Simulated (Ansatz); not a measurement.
**Te2Pt (Moncheite) under changes of volume**

One of the cells (24.143 Å³/atom); the others are scaled copies at fixed shape and fractional positions:

```
Pt Te
1.0
     4.01000    0.00000    0.00000
    -2.00500    3.47276    0.00000
     0.00000    0.00000    5.20100
Pt Te
1 2
Direct
  0.00000 0.00000 0.00000
  0.66667 0.33333 0.75000
  0.33333 0.66667 0.25000
```

* Program: Ansatz 0.2.0
* Functional: PBE
* Potentials or basis: all-electron LAPW, scalar-relativistic
* Cutoff: 293 eV (chosen from the basis error)
* Basis error allowed: 0.001 eV/atom
* k mesh: 8 × 8 × 5
* Occupations: fermi-dirac, width 0.05 eV
* Spin: no spin polarisation

```tsv
volume (Å³/atom)	energy over the lowest point (meV/atom)	pressure (GPa)	largest force (eV/Å)
22.694	165.17	18.2	1.846
23.177	115.80	14.6	1.536
23.660	76.46	11.5	1.252
24.143	46.10	8.7	0.992
24.626	?	?	?
25.108	8.67	3.9	0.535
25.591	0.00	1.9	0.335
```

Task: What does the run at 24.626 Å³/atom give?

Result: Energy over the lowest point 23.78 meV/atom; pressure 6.1 GPa; largest force 0.754 eV/Å.

Worked out: A Birch-Murnaghan fit of order 3 (a polynomial in V^(-2/3)) to the other rows has its minimum at 26.09 Å³/atom, just outside them, with B0 = V·E''(V) = 93 GPa and B' = 4.8 at fixed shape and positions, which overstates the stiffness. It gives 23.77 meV/atom at 24.626 Å³/atom, against the run's 23.78, and -dE/dV = 6.2 GPa, against 6.1.

Energies are extrapolated to zero smearing.

Caveats: forces of over 1 eV/Å show positions far from the minimum, so gaps and moduli don't describe the material at rest (some runs).
